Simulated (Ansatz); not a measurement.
# Orbital-resolved density of states of TaS2

```
CELL_PARAMETERS angstrom
3.35000 0.00000 0.00000
-1.67500 2.90119 0.00000
0.00000 0.00000 5.86000
ATOMIC_POSITIONS crystal
Ta 0.00000 0.00000 0.00000
S 0.33333 0.66667 0.25000
S 0.66667 0.33333 0.75000
```

Atom numbers follow the list: Ta1, S2, S3.

The cell comes from COD entry 1537360, which wasn't checked; take it as a given geometry. It differs from other determinations.

Spin polarisation is left out, and whether a magnetic state lies lower isn't shown here.

Spin–orbit coupling is left out, though it moves levels of the heavy atoms by tenths of an eV or more.

Theory: DFT, PBE, all-electron LAPW, scalar-relativistic (Ansatz 0.2.0).

Numerical set-up: a Γ-centred 9×9×5 k mesh, Fermi–Dirac smearing of 0.03 eV, basis error target 1 meV/atom, no spin polarisation.

States per eV for one atom of each kind, in 0.4 eV bins named by their centres, from the Fermi level, projected on a minimal set of Löwdin-orthogonalised atomic shells; orbitals are real harmonics on the Cartesian axes, equal curves share a column, and empty bins are left out, as is all above 5.3 eV, near the top of the computed bands.

Ta1 5d:

```
# E all dz2 dxz=dyz dx2-y2=dxy
-13.9 0.05 0.00 0.01 0.01
-13.5 0.47 0.00 0.15 0.08
-13.1 0.51 0.00 0.18 0.08
-12.7 0.06 0.00 0.02 0.01
-7.1 0.02 0.00 0.00 0.01
-6.7 0.26 0.04 0.05 0.06
-6.3 0.42 0.10 0.07 0.09
-5.9 0.52 0.16 0.05 0.13
-5.5 0.55 0.05 0.13 0.13
-5.1 0.60 0.12 0.10 0.15
-4.7 0.50 0.10 0.07 0.13
-4.3 1.40 0.28 0.31 0.25
-3.9 1.17 0.19 0.33 0.16
-3.5 0.31 0.06 0.07 0.05
-3.1 0.34 0.05 0.08 0.06
-2.7 0.32 0.04 0.07 0.07
-2.3 0.31 0.03 0.07 0.07
-1.9 0.13 0.02 0.03 0.02
-1.5 0.07 0.01 0.02 0.01
-1.1 0.07 0.02 0.01 0.01
-0.7 0.41 0.16 0.07 0.06
-0.3 0.74 0.27 0.11 0.13
0.1 1.43 0.46 0.23 0.25
0.5 0.65 0.28 0.08 0.11
0.9 0.73 0.24 0.10 0.14
1.3 0.89 0.20 0.09 0.25
1.7 1.31 0.28 0.11 0.41
2.1 1.48 0.29 0.08 0.51
2.5 1.97 0.71 0.06 0.57
2.9 0.97 0.51 0.02 0.21
3.7 1.04 0.04 0.39 0.11
4.1 1.36 0.02 0.52 0.14
4.5 0.69 0.01 0.27 0.07
4.9 0.56 0.02 0.21 0.05
```

S2 3p:

```
# E all pz px=py
-13.9 0.02 0.01 0.00
-13.5 0.03 0.01 0.01
-13.1 0.03 0.02 0.01
-12.7 0.01 0.01 0.00
-7.1 0.02 0.00 0.01
-6.7 0.28 0.05 0.11
-6.3 0.51 0.14 0.19
-5.9 0.62 0.29 0.17
-5.5 0.86 0.20 0.33
-5.1 0.83 0.22 0.30
-4.7 0.53 0.17 0.18
-4.3 1.20 0.41 0.39
-3.9 1.36 0.46 0.45
-3.5 0.50 0.19 0.16
-3.1 0.97 0.32 0.32
-2.7 0.99 0.40 0.29
-2.3 1.06 0.37 0.35
-1.9 0.43 0.19 0.12
-1.5 0.24 0.10 0.07
-1.1 0.08 0.02 0.03
-0.7 0.09 0.06 0.02
-0.3 0.17 0.09 0.04
0.1 0.24 0.12 0.06
0.5 0.13 0.06 0.03
0.9 0.18 0.04 0.07
1.3 0.23 0.07 0.08
1.7 0.26 0.09 0.08
2.1 0.19 0.08 0.06
2.5 0.16 0.06 0.05
2.9 0.06 0.01 0.02
3.7 0.35 0.04 0.15
4.1 0.51 0.05 0.23
4.5 0.27 0.04 0.12
4.9 0.20 0.06 0.07
```

Ta1 6s:

```
# E all
-13.9 0.16
-13.5 0.14
-13.1 0.07
-12.7 0.01
-7.1 0.01
-6.7 0.10
-6.3 0.14
-5.9 0.10
-5.5 0.04
-5.1 0.07
-4.7 0.04
-4.3 0.04
-3.9 0.02
-3.5 0.01
-3.1 0.02
-2.7 0.01
-2.3 0.01
-0.7 0.01
-0.3 0.02
0.1 0.02
0.5 0.01
0.9 0.01
1.3 0.01
1.7 0.01
2.1 0.02
2.5 0.11
2.9 0.10
3.7 0.01
4.1 0.02
4.5 0.04
4.9 0.08
```

S2 3s:

```
# E all
-13.9 0.30
-13.5 1.09
-13.1 1.64
-12.7 0.49
-6.7 0.01
-6.3 0.03
-5.9 0.05
-5.5 0.02
-5.1 0.06
-4.7 0.02
-4.3 0.05
-3.9 0.07
-3.5 0.04
-3.1 0.03
-2.7 0.03
-2.3 0.02
-1.9 0.01
-0.7 0.01
-0.3 0.01
0.1 0.02
1.7 0.01
3.7 0.05
4.1 0.05
4.5 0.03
4.9 0.04
```
